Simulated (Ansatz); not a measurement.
Heated and quenched cell B32N32

Ansatz, PAW, plane waves. PBEsol relaxation at the Γ point alone; single points on the relaxed atoms at the Γ point alone. No spin–orbit coupling unless named.

Relaxed structure:

```
B N
1.0
     7.86063    0.00000    0.00000
     0.00000    7.86063    0.00000
     0.00000    0.00000    7.86063
B N
32 32
Direct
  0.33293 0.87695 0.03322
  0.51442 0.25196 0.47366
  0.05656 0.40472 0.93916
  0.81185 0.29085 0.47640
  0.44216 0.19211 0.13963
  0.24145 0.19591 0.30848
  0.78699 0.48605 0.25661
  0.34637 0.50347 0.39750
  0.17471 0.10915 0.97705
  0.07650 0.30739 0.45411
  0.35438 0.46191 0.03579
  0.03669 0.99139 0.46699
  0.48057 0.05080 0.84541
  0.98550 0.16975 0.72780
  0.85942 0.65138 0.98167
  0.91332 0.16243 0.22760
  0.83354 0.97857 0.93771
  0.18273 0.91537 0.73216
  0.19709 0.63322 0.64480
  0.44527 0.56931 0.76578
  0.59114 0.49379 0.04686
  0.66590 0.79163 0.76460
  0.92820 0.69377 0.46538
  0.94525 0.48870 0.69384
  0.95458 0.86628 0.19685
  0.28389 0.30950 0.76797
  0.37204 0.70726 0.31903
  0.14821 0.64973 0.11193
  0.63162 0.55563 0.51157
  0.69089 0.08800 0.68233
  0.48834 0.98834 0.32556
  0.46323 0.82017 0.58711
  0.90277 0.02230 0.10855
  0.42331 0.20744 0.79091
  0.98903 0.71944 0.10129
  0.97361 0.84797 0.37925
  0.54605 0.04106 0.16209
  0.67841 0.19064 0.53465
  0.46521 0.57362 0.93908
  0.56905 0.94195 0.70405
  0.17482 0.48132 0.05110
  0.21072 0.38159 0.37552
  0.49954 0.95444 0.00844
  0.01689 0.63320 0.60745
  0.73952 0.56223 0.10195
  0.95618 0.32307 0.59881
  0.79273 0.80348 0.88487
  0.07272 0.02147 0.63983
  0.25850 0.15225 0.13021
  0.82046 0.10688 0.80555
  0.29083 0.75673 0.16520
  0.28965 0.48589 0.70407
  0.82388 0.31300 0.28565
  0.58279 0.65104 0.66452
  0.48765 0.82408 0.40102
  0.91917 0.49857 0.87020
  0.78265 0.58419 0.41982
  0.11199 0.24404 0.85611
  0.04842 0.14158 0.36159
  0.20383 0.94093 0.91017
  0.50494 0.43259 0.45571
  0.48400 0.36210 0.11525
  0.39742 0.13420 0.40427
  0.28797 0.78968 0.64810
```

Task: What are the mean bond lengths by pair (pairs within 1.2 times the sum of covalent radii, less contacts 15 % beyond the pair's median; cation–cation pairs of compounds aside; long ionic contacts are cut short by that bound)?

Result: B–B 1.849 ± 0.089 Å (standard deviation, 3 bonds); B–N 1.458 ± 0.054 Å (standard deviation, 97 bonds); N–N 1.434 ± 0.000 Å (standard deviation, 1 bonds).

Task: What gap lies between the top filled and the lowest empty level in the single points?

Result: HSE06 3.59 eV (40 s on 7 threads of Neoverse-V2).
